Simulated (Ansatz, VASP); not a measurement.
**Te: VASP beside Ansatz**

Contents of INCAR:

```
PREC = Accurate
ENCUT = 520
EDIFF = 1E-6
ISMEAR = 0
SIGMA = 0.15
LREAL = F
LASPH = T
NELM = 100
ALGO = Fast
ISIF = 2
LWAVE = F
LCHARG = F
GGA = PS
NBANDS = 9
```

File KPOINTS:

```
Automatic mesh
0
Gamma
  18 18 18
```

Contents of POSCAR:

```
Te
1.0
    2.2687058324      1.3098379230      1.7468592613
   -2.2687058324      1.3098379230      1.7468592613
    0.0000000000     -2.6196758460      1.7468592614
Te
1
Direct
    0.5000000000      0.5000000000      0.5000000000
```

Input for Ansatz:

```yaml
crystal:
  lattice:
    - [2.2687058324, 1.309837923, 1.7468592613]
    - [-2.2687058324, 1.309837923, 1.7468592613]
    - [0.0, -2.619675846, 1.7468592614]
  atoms:
    - { symbol: Te, position: [0.5, 0.5, 0.5] }
basis:
  ecutwfc: 420
kpoints:
  mp_grid: { grid: [18, 18, 18] }
hamiltonian:
  xc: pbesol
scf:
  occupations: { method: gaussian, width: 0.15 }
output:
  forces: true
  stress: true
  eigenvalues: true
```

Alike in both runs: task single point; functional PBEsol; k mesh 18 × 18 × 18; occupations gaussian, width 0.15 eV; no spin polarisation.

|  | VASP | Ansatz |
| --- | --- | --- |
| version | VASP 6.6.1 | Ansatz 0.2.0 |
| potentials or method | VASP PAW PBE potentials, release 64 (Te) | scalar-relativistic, plane waves, PAW |
| plane-wave cutoff (eV) | 520 | 420 |
| valence electrons in the cell | 6 | 16 |

|  | VASP | Ansatz | Ansatz less VASP |
| --- | --- | --- | --- |
| gap on the k mesh at the Fermi level (eV) | none | none | - |
| pressure (GPa) | 0.1 | 0.1 | -0.05 |
| largest component of the traceless stress (GPa) | 0.05 | 0.06 | +0.009 |

A gap of «none» marks a metal or a gap that the smearing closes. The two sets of potentials don't hold the same shells in valence.

Caveats: the PAW data sets were made with another functional, which shifts forces and pressure a little (VASP). Spin-orbit coupling is left out, which matters for the levels of Te.
